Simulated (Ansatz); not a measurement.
Input and command of a calculation in Ansatz (plane waves; scalar-relativistic PAW potentials unless the input names others):

```yaml
crystal:
  lattice:
    - [0.0, 2.0954589382, 2.0954589382]
    - [2.0954589382, 0.0, 2.0954589382]
    - [2.0954589382, 2.0954589382, 0.0]
  atoms:
    - { symbol: Ti, position: [0.0, 0.0, 0.0] }
basis:
  ecutwfc: 500
kpoints:
  mp_grid: { grid: [1, 1, 1] }
hamiltonian:
  xc: r2scan
scf:
  occupations: { method: gaussian, width: 0.1 }
  max_iter: 60
output:
  forces: true
  eigenvalues: true
  stress: true
```

```bash
ansatz run input.yaml --threads 1 --pin off --max-ram 2560MiB --backend cpu --events-out ev --progress --plain --runs-dir out
```

Abridged log:
```
Basis set: ecut = 500 eV, 459 PW (Γ), exchange–correlation on 96×96×96 points (64 copies of the dense FFT grid, shifted against one another)
Bands: 10, of which v1, the nominal top of the filled ones, is band 6 counted from 1 (5 counted from 0)
Symmetry: 48 space group operations
k-points: 1
SCF iter   1: F=—  HF=-2507.530824 eV  |F-HF|=—  |Δ(HF+E_count)|=         —  Δρ=4.74e-2  dr2=1.65e-1  dr2_τ=3.47e-2  ethr=1.77e-3  ⟨swp⟩=4.0  Hψ=48  notcnv=0
SCF iter   2: F=—  HF=-2507.583984 eV  |F-HF|=—  |Δ(HF+E_count)|=   5.32e-2  Δρ=2.10e-2  dr2=2.18e-2  dr2_τ=2.69e-3  ethr=1.37e-3  ⟨swp⟩=3.0  Hψ=24  notcnv=0
SCF iter   3: F=—  HF=-2507.605410 eV  |F-HF|=—  |Δ(HF+E_count)|=   2.14e-2  Δρ=4.29e-3  dr2=9.23e-4  dr2_τ=2.15e-4  ethr=1.82e-4  ⟨swp⟩=2.0  Hψ=16  notcnv=0
SCF iter   4: F=—  HF=-2507.606475 eV  |F-HF|=—  |Δ(HF+E_count)|=   1.06e-3  Δρ=2.95e-4  dr2=7.70e-6  dr2_τ=3.71e-7  ethr=7.69e-6  ⟨swp⟩=3.0  Hψ=17  notcnv=0
SCF iter   5: F=—  HF=-2507.606495 eV  |F-HF|=—  |Δ(HF+E_count)|=   2.03e-5  Δρ=2.73e-5  dr2=7.52e-8  dr2_τ=2.03e-8  ethr=6.42e-8  ⟨swp⟩=3.0  Hψ=18  notcnv=0
SCF iter   6: F=-2507.606495 eV  HF=-2507.606495 eV  |F-HF|=4.41e-10  |Δ(HF+E_count)|=   1.59e-8  Δρ=1.62e-6  dr2=1.83e-10  dr2_τ=6.09e-11  ethr=6.27e-10  ⟨swp⟩=2.0  Hψ=36  notcnv=0
SCF 1 converged in 6 iterations: F = -2507.606495 eV  dr2 = 1.83e-10
SCF converged after 6 iterations
Free energy (F): -2507.606495 eV
Harris-Foulkes:  -2507.606495 eV  (|F-HF|=4.41e-10)
Internal energy: -2507.452233 eV  (E = F + TS)
E sigma→0 (E₀):  -2507.529364 eV
Entropy (-TS):   -0.154262 eV (-154.262 meV/atom)
Fermi energy:    13.759490 eV
--- Forces (eV/Å), atoms counted from 1 ---
  atom   1  Ti     0.00000000     0.00000000     0.00000000
--- Stress (GPa, compression-positive) ---
       38.242651       0.000000       0.000000
        0.000000      38.242651       0.000000
        0.000000       0.000000      38.242651
  P = ⅓ Tr σ = 38.2427 GPa (382.427 kbar)
```

Q: What is wrong with this input?

A: The fault is one k-point for a small cell (kpoints.mp_grid.grid: [18, 18, 18] → [1, 1, 1], the first being the value of the sound run). Setting it back cures it. The run converged all the same, with an energy at zero smearing 3.3 eV/atom below the reference's, pressure 38.24 GPa, largest force 0.000 eV/Å, no gap on the mesh, so convergence alone doesn't show that an input is right. A reference run from the same start on usual settings converged with pressure -5.89 GPa, largest force 0.000 eV/Å, no gap on the mesh.

It took 1 s on 1 thread of Intel(R) Xeon(R) Platinum 8259CL CPU @ 2.50GHz (Skylake/Cascade Lake), on a shared host, peak memory 0.36 GiB.